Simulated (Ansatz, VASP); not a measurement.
# Cross-check of Ga2Cu between VASP and Ansatz

Wanted: the spread between two codes on one cell, functional and k mesh.

Calculated with Ansatz 0.2.0; plane waves, with VASP 6.6.1 beside it; single point at PBEsol.

## Step 1: The structure

It takes space group P4/mmm (No. 123, tetragonal). The conventional cell has a = 2.830 Å, b = 2.830 Å, c = 5.839 Å, α = 90.00°, β = 90.00°, γ = 90.00°. Nearest to Ga lie 1 Ga at 2.39 Å and 4 Cu at 2.64 Å. Nearest to Cu lie 8 Ga at 2.64 Å and 4 Cu at 2.83 Å. Farther neighbours are not listed.

## Step 2: VASP: single point, PBEsol

A single point gives forces, pressure and levels at one fixed geometry, so differences don't come from the geometry; what else differs is listed under the comparison.

Lines of VASP's logs that name or quote its potential files are left out, and so is its time.

INCAR

```
SYSTEM = Ga2Cu
PREC = Accurate
ENCUT = 400
EDIFF = 1E-05
NELM = 100
ISMEAR = 0
SIGMA = 0.05
LREAL = .FALSE.
ALGO = Normal
GGA = PS
NBANDS = 24
LASPH = .TRUE.
LORBIT = 11
LWAVE = .FALSE.
LCHARG = .FALSE.
KPAR = 4
```

POSCAR

```
Ga2Cu
1.0
    2.8300000000      0.0000000000      0.0000000000
    0.0000000000      2.8300000000      0.0000000000
    0.0000000000      0.0000000000      5.8390000000
Ga Cu
2 1
Direct
    0.5000000000      0.5000000000      0.7050000000
    0.5000000000      0.5000000000      0.2950000000
    0.0000000000      0.0000000000      0.0000000000
```

KPOINTS

```
Automatic mesh
0
Gamma
8 8 4
0 0 0
```

PAW data sets: Ga_d and Cu (PBE family, release 64).

On the command line:

```sh
$ mpirun -np 4 vasp_std
```

Numbers of over 12 decimals in the logs are rounded to 6 here.

The log of the run:

```text
[banner, memory and clock lines left out]
running    4 mpi-ranks, on    1 nodes
 distrk:  each k-point on    1 cores,    4 groups
 distr:  one band on    1 cores,    1 groups

 POSCAR found type information on POSCAR GaCu
 POSCAR found :  2 types and       3 ions
|                                                                             |
|               ----> ADVICE to this user running VASP <----                  |
|                                                                             |
|     You enforced a specific xc type in the INCAR file but a different       |
|     [... a line on the potential file left out ...]
|     I HOPE YOU KNOW WHAT YOU ARE DOING!                                     |
|                                                                             |

 LDA part: xc-table for (Slater+PW92), standard interpolation
 POSCAR, INCAR and KPOINTS ok, starting setup
 FFT: planning ... GRIDC
 FFT: planning ... GRID_SOFT
 FFT: planning ... GRID
 WAVECAR not read
 entering main loop
       N       E                     dE             d eps       ncg     rms          rms(c)
DAV:   1     0.214223104094E+03    0.21422E+03   -0.15416E+04  2272   0.247E+03
DAV:   2     0.673933112358E+01   -0.20748E+03   -0.20238E+03  2184   0.430E+02
DAV:   3    -0.128277690513E+02   -0.19567E+02   -0.19399E+02  2656   0.130E+02
DAV:   4    -0.131623381969E+02   -0.33457E+00   -0.33364E+00  2424   0.184E+01
DAV:   5    -0.131723454687E+02   -0.10007E-01   -0.10006E-01  3048   0.336E+00    0.127E+01
DAV:   6    -0.149696216362E+02   -0.17973E+01   -0.42499E+01  2736   0.122E+02    0.110E+01
DAV:   7    -0.113893443076E+02    0.35803E+01   -0.10172E+01  2936   0.658E+01    0.265E+00
DAV:   8    -0.113247581776E+02    0.64586E-01   -0.24125E+00  3064   0.269E+01    0.235E+00
DAV:   9    -0.112472153785E+02    0.77543E-01   -0.42630E-01  2920   0.113E+01    0.168E-01
DAV:  10    -0.112483515242E+02   -0.11361E-02   -0.16596E-02  2472   0.998E-01    0.109E-01
DAV:  11    -0.112481711620E+02    0.18036E-03   -0.64578E-04  3344   0.374E-01    0.448E-02
DAV:  12    -0.112481329284E+02    0.38234E-04   -0.27413E-04  2368   0.296E-01    0.126E-02
DAV:  13    -0.112481339416E+02   -0.10132E-05   -0.37562E-05  2136   0.800E-02
   1 F= -.11248134E+02 E0= -.11246731E+02  d E =-.280505E-02
```

From OUTCAR (step 2):

```text
ion  position               nearest neighbor table
   1  0.500  0.500  0.705-   2 2.39   3 2.64   3 2.64   3 2.64   3 2.64
   2  0.500  0.500  0.295-   1 2.39   3 2.64   3 2.64   3 2.64   3 2.64
   3  0.000  0.000  0.000-   1 2.64   2 2.64   1 2.64   2 2.64   1 2.64   2 2.64   1 2.64   2 2.64

  LATTYP: Found a simple tetragonal cell.
 ALAT       =     2.8300000000
 C/A-ratio  =     2.0632508834

 Subroutine GETGRP returns: Found 16 space group operations
 (whereof 16 operations were pure point group operations)

The static configuration has the point symmetry D_4h.

 Found     45 irreducible k-points:

   k-points           NKPTS =     45   k-points in BZ     NKDIM =     45   number of bands    NBANDS=     24

   dimension x,y,z NGX =    18 NGY =   18 NGZ =   40
   dimension x,y,z NGXF=    36 NGYF=   36 NGZF=   80

   ENCUT  =  400.0 eV  29.40 Ry    5.42 a.u.   4.62  4.62  9.52*2*pi/ulx,y,z

   NELECT =      37.0000    total number of electrons

 k-points in reciprocal lattice and weights: Automatic mesh
   0.00000000  0.00000000  0.00000000       0.004
   0.12500000  0.00000000  0.00000000       0.016
   0.25000000  0.00000000  0.00000000       0.016
   0.37500000  0.00000000  0.00000000       0.016
   0.50000000  0.00000000  0.00000000       0.008
   0.12500000  0.12500000  0.00000000       0.016
   0.25000000  0.12500000  0.00000000       0.031
   0.37500000  0.12500000  0.00000000       0.031
   0.50000000  0.12500000  0.00000000       0.016
[...]
0.50000000  0.37500000  0.50000000       0.016
   0.50000000  0.50000000  0.50000000       0.004

 average (electrostatic) potential at core
       1 -63.7355       2 -63.7355       3 -65.1698

 E-fermi :   6.6211

 k-point     1 :       0.0000    0.0000    0.0000
  band No.  band energies     occupation
    ...
     14       2.4551      2.00000
     15       3.2058      2.00000
     16       3.2506      2.00000
     17       3.2506      2.00000
     18       3.5961      2.00000
     19      12.7621      0.00000
     20      13.0500      0.00000
     21      13.0500      0.00000
     22      15.3315      0.00000
     23      16.9440      0.00000
    ...

 k-point     2 :       0.1250    0.0000    0.0000
  band No.  band energies     occupation
    ...
     14       2.5077      2.00000
     15       3.2340      2.00000
     16       3.2397      2.00000
     17       3.2662      2.00000
     18       3.5313      2.00000
     19      10.3704      0.00000
     20      13.1024      0.00000
     21      13.3994      0.00000
     22      14.0625      0.00000
     23      15.2857      0.00000
    ...

 k-point     3 :       0.2500    0.0000    0.0000
  band No.  band energies     occupation
    ...
     14       2.6107      2.00000
     15       3.2730      2.00000
     16       3.2742      2.00000
     17       3.3040      2.00000
     18       3.3818      2.00000
     19       6.9019      0.00000
     20      10.4530      0.00000
     21      12.5703      0.00000
     22      14.1158      0.00000
     23      14.3908      0.00000
    ...

  Total       -1.7479641     -1.7479641     -0.3770927      0.0000000      0.0000000      0.0000000
  in kB      -59.8868872    -59.8868872    -12.9195476      0.0000000      0.0000000      0.0000000
  external PRESSURE =     -44.2311073 kB  Pullay stress =       0.0000000 kB

  energy-cutoff  :      400.00
  volume of cell :       46.76
      direct lattice vectors                 reciprocal lattice vectors
     2.830000000  0.000000000  0.000000000     0.353356890  0.000000000  0.000000000
     0.000000000  2.830000000  0.000000000     0.000000000  0.353356890  0.000000000
     0.000000000  0.000000000  5.839000000     0.000000000  0.000000000  0.171262202

 POSITION                                       TOTAL-FORCE (eV/Angst)
 -----------------------------------------------------------------------------------
      1.41500      1.41500      4.11649         0.000000      0.000000      1.102989
      1.41500      1.41500      1.72251         0.000000      0.000000     -1.102989
      0.00000      0.00000      0.00000         0.000000      0.000000      0.000000
 -----------------------------------------------------------------------------------
    total drift:                                0.000000      0.000000     -0.000000

  FREE ENERGIE OF THE ION-ELECTRON SYSTEM (eV)
  ---------------------------------------------------
  free  energy   TOTEN  =       -11.2481339416 eV

  energy  without entropy=      -11.2453288903  energy(sigma->0) =      -11.24673142

 total charge
# of ion       s       p       d       tot
------------------------------------------
    1        0.925   0.748   9.971  11.644
    2        0.925   0.748   9.971  11.644
    3        0.412   0.394   9.154   9.960
--------------------------------------------------
tot          2.262   1.889  29.097  33.248

[... 3 further parts left out ...]
```

This run has no spin polarisation. Its electron count is odd, so without a moment it is a metal by construction.

## Step 3: Ansatz: single point, PBEsol

Ansatz runs on its default PAW (the set named soft_2) files.

The same cell, functional, mesh and smearing now go to Ansatz, which takes its cutoff from its data sets.

input.yaml

```yaml
crystal:
  lattice:
    - [2.83, 0.0, 0.0]
    - [0.0, 2.83, 0.0]
    - [0.0, 0.0, 5.839]
  atoms:
    - { symbol: Ga, position: [0.5, 0.5, 0.705] }
    - { symbol: Ga, position: [0.5, 0.5, 0.295] }
    - { symbol: Cu, position: [0.0, 0.0, 0.0] }
hamiltonian:
  xc: pbesol
  pseudopotentials: { kind: paw }
kpoints:
  mp_grid: { grid: [8, 8, 4] }
scf:
  occupations: { method: gaussian, width: 0.05 }
  n_extra_bands: 4
output:
  forces: true
  stress: true
  eigenvalues: true
```

On the command line:

```sh
$ ansatz run input.yaml --threads 2 --pin off --max-ram 4608MiB --backend cpu --events-out ev --progress --plain --runs-dir out
```

The log of the run:

```text
scf.n_extra_bands = 4 over 23 filled bands (N_el = 45.0): the run solves 27 bands
Engine: ansatz 0.2.0, aarch64-unknown-linux-gnu
Pseudopotentials: kind: paw
Pseudopotential: Ga, paw, valence charge 13, recommended cutoff 420 eV (normal), Ga.paw.azcp
Pseudopotential: Cu, paw, valence charge 19, recommended cutoff 420 eV (normal), Cu.paw.azcp
Functional definition: PBEsol
  exchange = pbesol_x
  correlation = pbesol_c
Crystal: 3 atoms, lattice volume = 46.764 Å³
Basis set: ecut = 420 eV, 927 PW (Γ), exchange–correlation on 40×40×80 points (8 copies of the dense FFT grid, shifted against one another)
Bands: 27, of which v1, the nominal top of the filled ones, is band 23 counted from 1 (22 counted from 0)
Symmetry: 16 space group operations
Space group: P4/mmm (ITA 123), of the structure as read, at distance tolerance 3.6e-5 Å
k-points: 45 of 256
Non-local potential: Ga, projectors of the file, l = 0: 2, l = 1: 2, l = 2: 3, l = 3: 1
Non-local potential: Cu, projectors of the file, l = 0: 3, l = 1: 2, l = 2: 3, l = 3: 1
PAW form: soft (Blöchl's): semilocal exchange-correlation on the pseudo side does not see the compensation charge
PAW frozen core: Ga, regenerated for the run's functional, and the local potential with it (the file was generated under x = pbe(κ = 0.804, μ = 0.219515), c = pbe(β = 0.066725))
PAW frozen core: Cu, regenerated for the run's functional, and the local potential with it (the file was generated under x = pbe(κ = 0.804, μ = 0.219515), c = pbe(β = 0.066725))
PAW one-centre angular grid: Ga, 590 points (default); XC on 64 Gauss nodes
PAW one-centre angular grid: Cu, 590 points (default); XC on 64 Gauss nodes
Initial density: superposition of atomic densities (neutral atoms: chi_scale 0, normalization atom), corrected by the library's trained network
Initial wavefunctions: pseudopotential atomic-orbital guess
Functional: x = pbesol(κ = 0.804, μ = 0.123457), c = pbesol(β = 0.046)
SCF iter   1: F=—  HF=-14075.417777 eV  |F-HF|=—  |Δ(HF+E_count)|=         —  Δρ=1.13e-2  dr2=3.49e-2  ethr=1.77e-3  ⟨swp⟩=5.5  Hψ=4476  notcnv=0
preconditioner: auto → Kerker (q_TF=auto, 2.711 Å⁻¹)  [metal: Δε(μ)=0.037 eV  Ē_g=14.232 eV  σ=0.050 eV  W_gap=0.36  n_scr=16 (ndim 8)  ℏωp=33.0 eV  f_vac=0.005  D(μ)=2.06/eV (n_scr^D=16)]
SCF iter   2: F=—  HF=-14075.410809 eV  |F-HF|=—  |Δ(HF+E_count)|=   6.97e-3  Δρ=1.07e-3  dr2=6.37e-4  ethr=7.75e-5  ⟨swp⟩=2.5  Hψ=2386  notcnv=0  defer=22
SCF iter   3: F=—  HF=-14075.410432 eV  |F-HF|=—  |Δ(HF+E_count)|=   3.77e-4  Δρ=1.27e-3  dr2=6.76e-4  ethr=1.42e-6  ⟨swp⟩=2.0  Hψ=2139  notcnv=0  defer=22
SCF iter   4: F=—  HF=-14075.410260 eV  |F-HF|=—  |Δ(HF+E_count)|=   1.73e-4  Δρ=5.21e-4  dr2=1.20e-4  ethr=1.42e-6  ⟨swp⟩=2.0  Hψ=1401  notcnv=0  defer=22
SCF iter   5: F=—  HF=-14075.410241 eV  |F-HF|=—  |Δ(HF+E_count)|=   1.83e-5  Δρ=1.58e-4  dr2=1.44e-5  ethr=2.66e-7  ⟨swp⟩=2.0  Hψ=1979  notcnv=0  defer=22
SCF iter   6: F=—  HF=-14075.410220 eV  |F-HF|=—  |Δ(HF+E_count)|=   2.12e-5  Δρ=4.78e-5  dr2=1.84e-6  ethr=3.21e-8  ⟨swp⟩=2.0  Hψ=2008  notcnv=0  defer=22
SCF iter   7: F=—  HF=-14075.410221 eV  |F-HF|=—  |Δ(HF+E_count)|=   5.83e-7  Δρ=1.42e-5  dr2=1.18e-7  ethr=4.09e-9  ⟨swp⟩=2.8  Hψ=2006  notcnv=0  defer=22
SCF iter   8: F=-14075.410221 eV  HF=-14075.410221 eV  |F-HF|=3.72e-9  |Δ(HF+E_count)|=   2.02e-8  Δρ=4.18e-6  dr2=1.31e-8  ethr=2.22e-10  ⟨swp⟩=5.5  Hψ=4395  notcnv=0
SCF 1 converged in 8 iterations: F = -14075.410221 eV  dr2 = 1.31e-8
  greatest PAW one-centre occupation: 1.000 electrons in one spin orbital (limit 2), on the Cu atom at site 2 (counted from 0), in its partial waves of l = 0
SCF converged after 8 iterations
Free energy (F): -14075.410221 eV
Harris-Foulkes:  -14075.410221 eV  (|F-HF|=3.72e-9)
Internal energy: -14075.407484 eV  (E = F + TS)
E sigma→0 (E₀):  -14075.408853 eV
Entropy (-TS):   -0.002736 eV (-0.912 meV/atom)
Fermi energy:    12.303148 eV
--- Per-component energies (eV) ---
  E_band       = -468.517501
  E_kinetic    = 531.239901
  E_local      = -8566.890794  (includes V_loc(G=0)·N_el)
  E_nonlocal   = 1241.106992
  E_hartree    = 3913.138187
  E_xc         = -226.757145
  E_vxc        = -232.385382  (∫ρ·V_xc dr)
  E_paw        = -5522.809430  (= ΣΔE_a)
  E_vpaw       = -1267.868506  (= ΣTr[D̂ρ^β])
  E_aug_tail   = 0.000068  (compensation charges beyond the density's cutoff)
  E_ewald      = -5446.367420
  E_core_change = 1.932158  (= ΣΔE_core)
  E_smearing   = -0.002736  (= −TS)
  E_closure    = 0.000000  (closes the sum)
  Σ components = -14075.410221   (vs F -14075.410221, Δ=0.00e0)
--- Forces (eV/Å), atoms counted from 1 ---
  atom   1  Ga     0.00000000     0.00000000     1.12738825
  atom   2  Ga     0.00000000     0.00000000    -1.12738825
  atom   3  Cu    -0.00000000     0.00000000     0.00000000
  max |Σ_I F_I| component: 2.22e-16 eV/Å
--- Stress (GPa, compression-positive) ---
       -5.516144       0.000000       0.000000
        0.000000      -5.516144       0.000000
        0.000000       0.000000      -1.022429
  P = ⅓ Tr σ = -4.0182 GPa (-40.182 kbar)
--- Band table (eV; the first three rows and the last of 45) ---
  k-point 0: bands = [... 19 lower, 8.9614, 8.9614, 9.3125, 18.4260, 18.7188, 18.7188, 20.9874, 22.5686]
  k-point 1: bands = [... 19 lower, 8.9576, 9.2504, 9.3125, 15.5293, 19.0660, 19.0660, 21.5572, 21.5572]
  k-point 2: bands = [... 19 lower, 8.9538, 9.3125, 10.5473, 13.0904, 20.0273, 20.0273, 20.1010, 20.1010]
  k-point 44: bands = [... 19 lower, 9.6547, 11.2891, 11.2891, 12.2114, 12.2114, 13.1796, 15.1234, 15.4077]
```

It took 3 s on 2 threads of Arm Neoverse N1, shared host; peak memory 0.33 GiB.

Reading the cycles: dr2 is the Hartree energy of the density residual (eV), the measure of convergence; HF is the Harris–Foulkes estimate of the energy, which meets the free energy F at convergence.

The run ends at a pressure of -4.02 GPa, with forces up to 1.1 eV/Å.

## Step 4: Side by side

Known differences besides the potentials themselves: the data sets hold 45 valence electrons in Ansatz (default PAW (the set named soft_2) files) and 37 in VASP; the cutoff is 420 eV in Ansatz and 400 eV in VASP; Ansatz makes its cores anew for this functional, VASP keeps those of its PBE data sets. Total energies have different zeros and are not compared.

Both answers:

```
                                        quantity  Ansatz   VASP  difference
                                  pressure (GPa)   -4.02  -4.42       +0.40
pressure without Ansatz's Pulay correction (GPa)   -4.08  -4.42       +0.35
```

Forces (eV/Å; atoms numbered as in POSCAR):

```
atom        Ansatz x, y, z          VASP x, y, z
 Ga1   0.000, 0.000, 1.127   0.000, 0.000, 1.103
 Ga2  0.000, 0.000, -1.127  0.000, 0.000, -1.103
 Cu3   0.000, 0.000, 0.000   0.000, 0.000, 0.000
```

The forces differ by 12 meV/Å r.m.s., which is 2.2 % of the r.m.s. force of 0.52 eV/Å (both taken over all components). Ansatz's pressure holds a Pulay correction of 0.06 GPa; VASP's holds none.

## Step 5: Summary of results

- r.m.s. force difference (single point, PBEsol): 2.2 % of the r.m.s. force

The r.m.s. force difference is 2.2 % of the r.m.s. force (single point, PBEsol), within the 3 % picked in this series as the mark of a large difference. How closely two codes agree says nothing of how well the functional describes the real material.

[Lines on the potential files, build, host, timing and source positions are cut from VASP's logs without a mark.]

[Logs are printed without paths, hosts, clocks, repeated set-up lines and the standing remarks that a program may print on its own settings, such as how far it seeks lower states.]

[Hosts, paths, dates, database ids (printed as entryN), source tags and the programs' standing remarks are cut or masked in the printed files.]
